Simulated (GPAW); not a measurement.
# Ba (P4/mmm) in GPAW: single point with PBE

Aim: the single point of Ba with PBE.

Everything below comes from runs of GPAW 26.7.0. Logs are shortened: lines on timing, memory, paths and dates and some standing lists are left out, and cuts for length are marked. The log counts tension as positive stress, the text compression.

## (1) The crystal as given

Symmetry: P4/mmm, No. 123, tetragonal system. Conventional cell: a = 4.000 Å, b = 4.000 Å, c = 3.606 Å, α = 90.00°, β = 90.00°, γ = 90.00°. Ba (site symmetry 4/mmm) is surrounded by 6 Ba at 3.61 to 4.00 Å.

This isn't the form of Ba at room conditions, which is bcc.

## (2) Single point, PBE

File Ba.cif:

```cif
data_Ba
_cell_length_a 3.99965000
_cell_length_b 3.99965000
_cell_length_c 3.60553900
_cell_angle_alpha 90.00000000
_cell_angle_beta 90.00000000
_cell_angle_gamma 90.00000000
_space_group_name_H-M_alt 'P1'
_space_group_name_Hall 'P 1'
_space_group_IT_number 1
loop_
_space_group_symop_operation_xyz
'x,y,z'
loop_
_atom_site_label
_atom_site_type_symbol
_atom_site_symmetry_multiplicity
_atom_site_Wyckoff_symbol
_atom_site_fract_x
_atom_site_fract_y
_atom_site_fract_z
_atom_site_occupancy
Ba1 Ba 1 a 0.5000000000 0.5000000000 0.5000000000 1
```

Potentials or basis: GPAW PAW data sets (gpaw-data 1.2.1), pw.

Launch:

```sh
$ OMP_NUM_THREADS=1 gpaw run Ba.cif -p 'mode=PW(600),xc=PBE,kpts={size:(7,7,7),gamma:True},occupations={name:fermi-dirac,width:0.05},nbands=12,convergence={density:1e-05,energy:1e-05},maxiter=150,txt=gpaw.txt' --properties efs -w gs.gpw
```

Log:

```text
__  _  _
 | _ |_)|_||  |
 |__||  | ||/\| - 26.7.0

Input parameters:
  mode=PW(ecut=600.0),
  convergence={'density': 1e-05, 'energy': 1e-05},
  kpts=MonkhorstPack(size=[7, 7, 7], gamma=True),
  maxiter=150,
  nbands=12,
  occupations=Occupations(name='fermi-dirac', width=0.05),
  xc=XC(name='PBE')

Diagonalizing LCAO Hamiltonian
Converting LCAO to pw mode
   .---------.
  /|         |
 * |         |
 | |   Ba    |
 | .---------.
 |/         /
 *---------*

Atoms  # Å, Bohr magnetons
|   | symbol |        x |        y |        z |    initial magnetic moments |
|---|--------|----------|----------|----------|-----------------------------|
| 0 |     Ba | 1.999825 | 1.999825 | 1.802769 | ( 0.0000,  0.0000,  0.0000) |

Unit cell  # Å
| periodic |        x |        y |        z |  lengths |    angles |
|----------|----------|----------|----------|----------|-----------|
|      yes | 3.999650 | 0.000000 | 0.000000 | 3.999650 | 90.000000 |
|      yes | 0.000000 | 3.999650 | 0.000000 | 3.999650 | 90.000000 |
|      yes | 0.000000 | 0.000000 | 3.605539 | 3.605539 | 90.000000 |

Number of symmetries: 16
Symmetry operations  # r_c * U_cc + t_c -> r_c
|    | kind |            matrix            |
|----|------|------------------------------|
|  0 |  E   |  1, 0, 0,  0, 1, 0,  0, 0, 1 |
|  1 |  σ   |  1, 0, 0,  0, 1, 0,  0, 0,-1 |
|  2 |  σ   |  1, 0, 0,  0,-1, 0,  0, 0, 1 |
|  3 |  C2  |  1, 0, 0,  0,-1, 0,  0, 0,-1 |
|  4 |  σ   |  0, 1, 0,  1, 0, 0,  0, 0, 1 |
|  5 |  C2  |  0, 1, 0,  1, 0, 0,  0, 0,-1 |
|  6 |  C4  |  0, 1, 0, -1, 0, 0,  0, 0, 1 |
|  7 |  S4  |  0, 1, 0, -1, 0, 0,  0, 0,-1 |
|  8 |  C4  |  0,-1, 0,  1, 0, 0,  0, 0, 1 |
|  9 |  S4  |  0,-1, 0,  1, 0, 0,  0, 0,-1 |
| 10 |  σ   |  0,-1, 0, -1, 0, 0,  0, 0, 1 |
| 11 |  C2  |  0,-1, 0, -1, 0, 0,  0, 0,-1 |
| 12 |  σ   | -1, 0, 0,  0, 1, 0,  0, 0, 1 |
| 13 |  C2  | -1, 0, 0,  0, 1, 0,  0, 0,-1 |
| 14 |  C2  | -1, 0, 0,  0,-1, 0,  0, 0, 1 |
| 15 |  i   | -1, 0, 0,  0,-1, 0,  0, 0,-1 |

BZ-sampling:
  Number of BZ points: 343
  Number of IBZ points: 40

  Monkhorst-Pack size: [7, 7, 7]
  Monkhorst-Pack shift: [0, 0, 0]

K-points  # in reciprocal-cell coordinates
|     |                                coordinates |     weight |
|-----|--------------------------------------------|------------|
|   0 | (  0.00000000,   0.00000000,   0.00000000) | 0.00291545 |
|   1 | (  0.00000000,   0.00000000,   0.14285714) | 0.00583090 |
|   2 | (  0.00000000,   0.00000000,   0.28571429) | 0.00583090 |
|   3 | (  0.00000000,   0.00000000,   0.42857143) | 0.00583090 |
|   4 | (  0.14285714,   0.00000000,   0.00000000) | 0.01166181 |
|   5 | (  0.14285714,   0.00000000,   0.14285714) | 0.02332362 |
|   6 | (  0.14285714,   0.00000000,   0.28571429) | 0.02332362 |
|   7 | (  0.14285714,   0.00000000,   0.42857143) | 0.02332362 |
|   8 | (  0.14285714,   0.14285714,   0.00000000) | 0.01166181 |
|   9 | (  0.14285714,   0.14285714,   0.14285714) | 0.02332362 |
| ... |                                            |            |
|  39 | (  0.42857143,   0.42857143,   0.42857143) | 0.02332362 |

Plane wave coefficients: 1944
Cutoff: 600.0 eV

Spin-components: 1 (collinear spins)
Bands:           12
Projectors:      6
Spin-degeneracy: 2
Datatype:        complex128

Parallelization:
  kpt:    1
  domain: 1
  band:   1

Density:
  Valence electrons: 10.0
  Components: 1
  Grid points: [24 24 21]
  Charge: 0.0  # |e|

Potential:
  Grid points: [24 24 21]

species:
  Ba:
    name:    Barium
    Z:       56.0
    valence: 10
    core:    46
    charge:  0.0  # [|e|]
    compensation charges:
      type: gauss
      rc: 0.37  # [Å]
      lmax: 2
    cutoffs:
      filter: 2.06  # [Å]
      core: 2.33  # [Å]
    projectors
    | kind |    occ | energy [eV] | rcut [Å] |
    |------|--------|-------------|----------|
    |   5s |  2.000 |     -33.644 |    1.164 |
    |   6s |  2.000 |      -3.229 |    1.164 |
    |   5p |  6.000 |     -18.744 |    1.164 |
    |    p |        |       0.000 |    1.164 |
    |    d |        |       0.000 |    1.164 |
    |    d |        |      27.211 |    1.164 |

    Using partial waves for Ba as LCAO basis

Reference energy: -221277.842511  # eV

eigensolver:
  PPCG
  Converge bands: occupied
  niter=2

density mixing:
  MSR1-Mixer
  Pratt-step length: 0.05
  Maximum mixing coefficient: 0.75
  Old densities: 10
  SVD Regularization: 0.005
  Good broyden scale: 1.0
  Trust region scale: 1.0
  Backstep threshold: 4.0
  History deletion threshold: 6.0
  Fourier metric: weight=20.0, sigma=0.015

occupation numbers:
  Fermi-Dirac:
    width: 0.0500  # eV

poisson solver:
  ecut: 4800.0  # eV

xc functional:
  name: PBE with 2 nearest neighbor stencil

convergence criteria:
- Maximum integral of absolute [dens]ity change: 1e-05 electrons / valence electron
- Maximum [total energy] change in last 3 cyles: 1e-05 eV / valence electron
- Maximum integral of absolute [eigenst]ate change: 4e-08 eV^2 / valence electron
maximum number of iterations: 150

SCF iterations
|iter     | |      energy | eigst |  dens |
|---------|-|-------------|-------|-------|
|iter:   1| |   -0.521839 | +0.21 |       |
|iter:   2| |   -1.715459 | -0.06 | -1.21 |
|iter:   3| |-698432.831744 | +5.53 | -1.15 |
|iter:   4| |    1.358886 | +2.06 | +2.11 |
|iter:   5| |   -1.463754 | +0.41 | -0.41 |
|iter:   6| |   -1.458304 | -1.77 | -1.49 |
|iter:   7| |   -1.491430 | -3.15 | -1.40 |
|iter:   8| |   -1.510605 | -3.40 | -1.47 |
|iter:   9| |   -1.507987 | -4.04 | -1.83 |
|iter:  10| |   -1.507680 | -4.75 | -2.13 |
|iter:  11| |   -1.507564 | -5.05 | -2.44 |
|iter:  12| |   -1.507565 | -6.11 | -3.02 |
|iter:  13| |   -1.507566c| -7.30 | -3.73 |
|iter:  14| |   -1.507565c| -8.06c| -4.70 |
|iter:  15| |   -1.507565c| -9.06c| -5.57c|

Converged in 15 steps
Energy contributions relative to reference atoms: (reference = -221277.842511)

Energy contributions:
  Kinetic:           0.571119
  Coulomb:           2.304041
  Zero:             -0.041917
  External:          0.000000
  Xc:               -4.336934
  Entropy:          -0.007751
  Spinorbit:         0.000000
  ----------------------------
  Free energy:      -1.511441
  Extrapolated:     -1.507565

dipole moment: (0.000000, 0.000000, 0.000000)  # |e|*Ang

Fermi level: 5.451
Eigenvalues  # (at kpt = [0.000, 0.000, 0.000])
| band index |      eig [eV] | occ [0-2] |
|------------|---------------|-----------|
|          0 |       -23.542 |     2.000 |
|          1 |        -8.426 |     2.000 |
|          2 |        -8.426 |     2.000 |
|          3 |        -8.083 |     2.000 |
|          4 |         2.999 |     2.000 |
|          5 |         5.501 |     0.539 |
|          6 |         5.547 |     0.255 |
|          7 |        10.248 |     0.000 |
|          8 |        11.064 |     0.000 |
|          9 |        11.064 |     0.000 |
|         10 |        12.903 |     0.000 |
|         11 |        12.903 |     0.000 |

No gap
No difference between direct/indirect transitions

Forces  # eV/Ang
|       x |       y |       z |
|---------|---------|---------|
| 0.00000 | 0.00000 | 0.00000 |  # Ba   0

Stress tensor  # eV/Ang^3
|        x |        y |         z |
|----------|----------|-----------|
| 0.004222 | 0.000000 |  0.000000 |
| 0.000000 | 0.004222 |  0.000000 |
| 0.000000 | 0.000000 | -0.022330 |

# Writing to gs.gpw (mode='')
```

It took 15 s on 1 thread of INTEL XEON PLATINUM 8581C at 2.10GHz (Emerald Rapids), shared host; peak memory 0.16 GiB.

What came out:

```yaml
Free_energy: -1.5114 eV
Pressure: 0.7 GPa
Band_gap_on_the_k_mesh: none (metal or under the smearing width)
```

Stress tensor (GPa, compression positive):
```
-0.68  0.00  0.00
 0.00 -0.68  0.00
 0.00  0.00  3.58
```

Spin-orbit coupling is left out, which matters for the levels of Ba.

## (3) The reference run

An earlier run on the cell as given: functional PBE; potentials or basis GPAW PAW data sets (gpaw-data 1.2.1); cutoff 600 eV; basis pw; k mesh 7 × 7 × 7; occupations fermi-dirac, width 0.05 eV; no spin polarisation.

* Pressure: 0.7 GPa
* Band gap on the k mesh: none (metal or under the smearing width)
